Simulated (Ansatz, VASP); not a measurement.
# One calculation of PbS, two programs

Contents of INCAR:

```
PREC     = Accurate       # precision mode
ENCUT    = 520            # plane-wave cutoff, eV
EDIFF    = 1E-6           # SCF threshold, eV
ISMEAR   = -1             # smearing method
SIGMA    = 0.05           # smearing width, eV
LREAL    = False          # projectors in reciprocal space
LASPH    = True           # aspherical terms in the spheres
NELM     = 100            # most SCF steps
ALGO     = Normal         # electronic algorithm
ISIF     = 2              # what is computed and relaxed
LWAVE    = False          # write WAVECAR
LCHARG   = True           # write CHGCAR
GGA      = PE             # functional
LELF     = True           # ELF
LVHAR    = True         
NBANDS   = 17             # bands
```

KPOINTS

```
regular mesh
0
Gamma
  8 8 8
```

File POSCAR:

```
PbS
1.0
    2.1126617058      1.2197458045      3.4519162518
   -2.1126617058      1.2197458045      3.4519162518
    0.0000000000     -2.4394916091      3.4519162518
Pb S
1 1
Direct
    0.9805657800      0.9805657800      0.9805657800
    0.4750355500      0.4750355500      0.4750355500
```

input.yaml

```yaml
crystal:
  lattice:
    - [2.1126617058, 1.2197458045, 3.4519162518]
    - [-2.1126617058, 1.2197458045, 3.4519162518]
    - [0.0, -2.4394916091, 3.4519162518]
  atoms:
    - { symbol: Pb, position: [0.98056578, 0.98056578, 0.98056578] }
    - { symbol: S, position: [0.47503555, 0.47503555, 0.47503555] }
kpoints:
  mp_grid: { grid: [8, 8, 8] }
scf:
  occupations: { method: fermi_dirac, width: 0.05 }
hamiltonian:
  xc: pbe
  pseudopotentials: { kind: all_electron, lapw: { basis_error: 0.001 } }
output:
  forces: true
  stress: true
  eigenvalues: true
  populations: true
```

The cell is a database's computed one.

Alike in both runs: task single point; functional PBE; k mesh 8 × 8 × 8; occupations fermi-dirac, width 0.05 eV; no spin polarisation.

|  | VASP | Ansatz |
| --- | --- | --- |
| version | VASP 6.6.1 | Ansatz 0.2.0 |
| potentials or method | VASP PAW PBE potentials, release 64 (Pb_d, S) | all-electron LAPW, scalar-relativistic |
| plane-wave cutoff (eV) | 520 | see its input |

Ansatz gave:

- gap on the k mesh at the Fermi level (eV): 0.45
- least direct gap on the mesh (eV): 0.45
- pressure (GPa): 0.9
- rms of the force components (eV/Å): 0.011

Estimate VASP's values.

gap on the k mesh at the Fermi level (eV): 0.46; least direct gap on the mesh (eV): 0.46; pressure (GPa): 0.8; rms of the force components (eV/Å): 0.011.

Atom by atom the forces differ by 0.000 eV/Å (rms over components). Ansatz ran all-electron here, so the differences hold the error of VASP's frozen core and of both bases.

Caveats: spin-orbit coupling is left out, which as a rule narrows the gap of such compounds by several tenths of an eV.
